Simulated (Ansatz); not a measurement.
Runs of Ansatz 0.2.0 on BN. It takes space group P6_3mc (No. 186, hexagonal). The conventional cell has a = 2.554 Å, b = 2.554 Å, c = 4.227 Å, α = 90.00°, β = 90.00°, γ = 120.00°. N (site symmetry 3m) has 4 B at 1.57 to 1.58 Å as nearest neighbours. B (site symmetry 3m) has 4 N at 1.57 to 1.58 Å as nearest neighbours. Measurements of this composition are mostly on another form, of space group No. 194.

```csv
task,level,potentials or basis,cutoff (eV),basis error allowed,gap on the mesh (eV),pressure (GPa),largest force (eV/Å)
single point,PBEsol,"all-electron LAPW, scalar-relativistic",448,0.001 eV/atom,4.98,-5.9,0.01
band structure,PBEsol,all-electron PAW datasets made for the crystal,520,-,4.98,-5.9,0.01
band structure,PBEsol,"all-electron LAPW, non-relativistic",409,0.002 eV/atom,4.98,(a),0.01
single point,PBE,"all-electron LAPW, scalar-relativistic",448,0.001 eV/atom,5.20,0.0,0.02
band structure,LDA,"all-electron LAPW, scalar-relativistic",411,0.002 eV/atom,4.98,-13.6,0.02
band structure,PBE,"all-electron LAPW, scalar-relativistic",409,0.002 eV/atom,5.20,0.0,0.02
band structure,PBEsol,"all-electron LAPW, scalar-relativistic",409,0.002 eV/atom,4.98,-5.9,0.01
```

Alike in all rows: no spin polarisation; cell as given; k mesh 12 × 12 × 6; smearing fermi-dirac 0.05 eV.

Task: Fill in the values left out.

Result: (a) -5.7.

A k mesh can miss the band edges.

Not every run made on this cell is shown here.
